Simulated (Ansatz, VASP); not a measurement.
## One calculation of Ga, two programs

```
Ga
1.0
    -1.41155    1.41155    2.35655
     1.41155   -1.41155    2.35655
     1.41155    1.41155   -2.35655
Ga
1
Direct
  0.00000 0.00000 0.00000
```

Change from the starting cell: volume scaled by 1.06.

Alike in both runs: task single point; functional PBE; k mesh 13 × 13 × 13; occupations fermi-dirac, width 0.05 eV; no spin polarisation.

|  | VASP | Ansatz |
| --- | --- | --- |
| version | VASP 6.6.1 | Ansatz 0.2.0 |
| potentials or method | VASP PAW PBE potentials, release 64 (Ga_d) | Ansatz PAW |
| plane-wave cutoff (eV) | 520 | 420 |
| valence electrons in the cell | 13 | 13 |

VASP gave:

| Item | Value |
| --- | --- |
| gap on the k mesh at the Fermi level (eV) | none |
| pressure (GPa) | 0.2 |
| largest component of the traceless stress (GPa) | 0.16 |

**Question.** What did Ansatz give for the same quantities?

**Answer.** gap on the k mesh at the Fermi level (eV): none; pressure (GPa): 0.1; largest component of the traceless stress (GPa): 0.13.

A gap of «none» marks a metal or a gap that the smearing closes.
